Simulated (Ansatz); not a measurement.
## Stability checks on a candidate for HfO2

The structure comes from a generated guess, relaxed at this level; another structure or a mixture of phases may lie lower.

Method: Ansatz 0.2.0, DFT PBE, scalar-relativistic, plane waves, PAW. Plane waves to 420 eV, an 8×8×8 mesh through Γ for the 6-atom cell and 0.02 eV Gaussian smearing; no spin polarisation.

```yaml
crystal:
  lattice:
    - [-2.00929, 2.00929, 5.32271]
    - [2.00929, -2.00929, 5.32271]
    - [2.00929, 2.00929, -5.32271]
  atoms:
    - { symbol: Hf, position: [0.00000, 0.00000, 0.00000] }
    - { symbol: Hf, position: [0.75000, 0.25000, 0.50000] }
    - { symbol: O, position: [0.79829, 0.79829, 0.00000] }
    - { symbol: O, position: [0.95171, 0.45171, 0.50000] }
    - { symbol: O, position: [0.54829, 0.04829, 0.50000] }
    - { symbol: O, position: [0.20171, 0.20171, 0.00000] }
```

Energies over the elements count from the elements' standard structures at the same level (O₂ as a molecule), with no fitted energy shifts.

Problem. These tests were run: energy against the elements; random kick, then relaxation without symmetry; phonons at Γ; elastic tensor. What do they show?

Solution.

| test | result |
| --- | --- |
| energy against the elements | −3.465 eV/atom |
| random kick, then relaxation without symmetry | returns |
| phonons at Γ | lowest optical mode 111 cm⁻¹ |
| elastic tensor | least eigenvalue 29 GPa |

It fails none of these tests. Other phases of the system weren't compared here, so this isn't yet thermodynamic stability. Phonons away from Γ weren't computed.

Spin–orbit coupling, which can matter for Hf, is left out. The kick test ran on a coarse mesh. The run for the phonons used an 8×8×8 k mesh. The run for the elastic tensor used an 8×8×8 k mesh.
